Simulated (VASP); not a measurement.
## VASP 6.6.1 run: ZnS

INCAR

```
METAGGA = R2SCAN
EDIFF = 1E-7
LREAL = .FALSE.
LASPH = .TRUE.
PREC = Accurate
LCHARG = .FALSE.
SIGMA = 0.01
ALGO = Normal
ISIF = 2
IBRION = -1
LMAXMIX = 6
ENCUT = 520
LWAVE = .FALSE.
ISMEAR = 0
NELM = 99
NSW = 0
NBANDS = 16
MAXMIX = 10
```

KPOINTS

```
KPOINTS created by Atomic Simulation Environment
0
Gamma
8 8 8
0 0 0
```

POSCAR

```
Zn S
 1.0000000000000000
     0.0000000000000000    2.5863223992000002    2.5863223992000002
     2.5863223992000002    0.0000000000000000    2.5863223992000002
     2.5863223992000002    2.5863223992000002    0.0000000000000000
 Zn  S
   1   1
Cartesian
  0.0000000000000000  0.0000000000000000  0.0000000000000000
  1.2931611996000003  1.2931611996000003  1.2931611996000003
```

The recommended PBE PAW datasets give the neutral cell 18 valence electrons.

Command

```
mpirun -np 1 vasp_std
```

OSZICAR

```
N       E                     dE             d eps       ncg     rms          rms(c)
DAV:   1     0.774617845526E+02    0.77462E+02   -0.92902E+03   936   0.144E+03
DAV:   2    -0.157644081790E+02   -0.93226E+02   -0.86583E+02  1024   0.273E+02
DAV:   3    -0.216874571213E+02   -0.59230E+01   -0.58970E+01  1144   0.672E+01
DAV:   4    -0.217429620150E+02   -0.55505E-01   -0.55494E-01  1104   0.668E+00
DAV:   5    -0.217434796972E+02   -0.51768E-03   -0.51766E-03  1192   0.628E-01    0.948E+00
DAV:   6    -0.187346341529E+02    0.30088E+01   -0.15142E+00  1008   0.397E+01    0.795E+00
DAV:   7    -0.186944300444E+02    0.40204E-01   -0.46800E-01  1152   0.123E+01    0.441E+00
DAV:   8    -0.187062462316E+02   -0.11816E-01   -0.36984E-02  1104   0.196E+00    0.121E+00
DAV:   9    -0.187059768143E+02    0.26942E-03   -0.46081E-03  1192   0.171E+00    0.171E-01
DAV:  10    -0.187060700911E+02   -0.93277E-04   -0.12030E-03  1048   0.377E-01    0.859E-02
DAV:  11    -0.187060700483E+02    0.42818E-07   -0.48014E-05  1200   0.147E-01    0.564E-02
DAV:  12    -0.187060880051E+02   -0.17957E-04   -0.42991E-05  1096   0.622E-02    0.117E-02
DAV:  13    -0.187060841496E+02    0.38554E-05   -0.33965E-06  1280   0.466E-02    0.120E-02
DAV:  14    -0.187060842496E+02   -0.10000E-06   -0.96775E-07  1136   0.153E-02    0.427E-03
DAV:  15    -0.187060848677E+02   -0.61806E-06   -0.26224E-07   944   0.164E-02    0.312E-03
DAV:  16    -0.187060847206E+02    0.14707E-06   -0.59264E-08   560   0.272E-03    0.686E-04
DAV:  17    -0.187060849774E+02   -0.25682E-06   -0.93773E-09   504   0.179E-03    0.337E-04
DAV:  18    -0.187060850299E+02   -0.52522E-07   -0.26851E-09   520   0.136E-03
   1 F= -.18706085E+02 E0= -.18706085E+02  d E =-.166281E-12
```

Standard output (part)

```
POSCAR found type information on POSCAR ZnS
 POSCAR found :  2 types and       2 ions
 LDA part: xc-table for (None), standard interpolation
 POSCAR, INCAR and KPOINTS ok, starting setup
 WAVECAR not read
 entering main loop
```

From OUTCAR

```
k-points           NKPTS =     29   k-points in BZ     NKDIM =     29   number of bands    NBANDS=     16

   NELECT =      18.0000    total number of electrons

   dimension x,y,z NGX =    28 NGY =   28 NGZ =   28
   dimension x,y,z NGXF=    56 NGYF=   56 NGZF=   56

  energy-cutoff  :      520.00
  volume of cell :       34.60
      direct lattice vectors                 reciprocal lattice vectors
     0.000000000  2.586322399  2.586322399    -0.193324699  0.193324699  0.193324699
     2.586322399  0.000000000  2.586322399     0.193324699 -0.193324699  0.193324699
     2.586322399  2.586322399  0.000000000     0.193324699  0.193324699 -0.193324699

 k-points in reciprocal lattice and weights: KPOINTS created by Atomic Simulation Env
   0.00000000  0.00000000  0.00000000       0.002
   0.12500000  0.00000000  0.00000000       0.016
   0.25000000  0.00000000  0.00000000       0.016
   0.37500000  0.00000000  0.00000000       0.016
   0.50000000  0.00000000  0.00000000       0.008
   0.12500000  0.12500000  0.00000000       0.012
   0.25000000  0.12500000  0.00000000       0.047
   0.37500000  0.12500000  0.00000000       0.047
   ...

 E-fermi :   3.2134

 k-point     1 :       0.0000    0.0000    0.0000
  band No.  band energies     occupation
      1     -11.5503      2.00000
      2      -3.9661      2.00000
      3      -3.9661      2.00000
      4      -3.9661      2.00000
      5      -3.2374      2.00000
      6      -3.2374      2.00000
      7       3.1697      2.00000
      8       3.1697      2.00000
      9       3.1697      2.00000
     10       6.4795      0.00000
     11       9.9243      0.00000
     12       9.9244      0.00000
     13       9.9244      0.00000
     14      15.5984      0.00000
     15      15.5984      0.00000
     16      16.5314      0.00000

 k-point     2 :       0.1250    0.0000    0.0000
  band No.  band energies     occupation
      1     -11.4016      2.00000
      2      -3.9755      2.00000
      3      -3.9373      2.00000
      4      -3.9373      2.00000
      5      -3.2400      2.00000
      6      -3.2400      2.00000
      7       1.9782      2.00000
      8       2.9796      2.00000
      9       2.9796      2.00000
     10       7.2411      0.00000
     11       9.9494      0.00000
     12      10.2349      0.00000
     13      10.2350      0.00000
     14      14.9351      0.00000
     15      14.9351      0.00000
     16      17.2228      0.00000

 k-point     3 :       0.2500    0.0000    0.0000
  band No.  band energies     occupation
      1     -11.0086      2.00000
      2      -3.9524      2.00000
      3      -3.8736      2.00000
      4      -3.8736      2.00000
      5      -3.2360      2.00000
      6      -3.2359      2.00000
      7      -0.0236      2.00000
      8       2.5705      2.00000
      9       2.5705      2.00000
     10       7.5610      0.00000
     11      10.6465      0.00000
     12      10.6467      0.00000
     13      11.0106      0.00000
     14      14.7534      0.00000
     15      14.7535      0.00000
     16      16.4071      0.00000

 ...

  Total        2.7503151      2.7503151      2.7503151      0.0000000      0.0000000      0.0000000
  in kB      127.3547232    127.3547232    127.3547232      0.0000000      0.0000000      0.0000000
  external PRESSURE =     127.3547232 kB  Pullay stress =       0.0000000 kB

 POSITION                                       TOTAL-FORCE (eV/Angst)
 -----------------------------------------------------------------------------------
      0.00000      0.00000      0.00000         0.000000      0.000000      0.000000
      1.29316      1.29316      1.29316        -0.000000     -0.000000     -0.000000
 -----------------------------------------------------------------------------------
    total drift:                                0.000038      0.000038      0.000038

  FREE ENERGIE OF THE ION-ELECTRON SYSTEM (eV)
  ---------------------------------------------------
  free  energy   TOTEN  =       -18.7060850299 eV

  energy  without entropy=      -18.7060850299  energy(sigma->0) =      -18.70608503
```

It converged. Results: gap between bands v and c on the k mesh 3.31 eV; least direct gap on the k mesh 3.31 eV; pressure 12.7 GPa. Band v is the last that the valence electrons fill when counted band by band, and c is the next.

For comparison, a separate r²SCAN run of the intended cell, on usual settings and not on those above, gives a gap of 3.31 eV on its mesh and a pressure of 12.7 GPa.

The run above took about 85 s on one core of a shared host (Intel Xeon Platinum 8488C) and held 0.17 GiB at most.
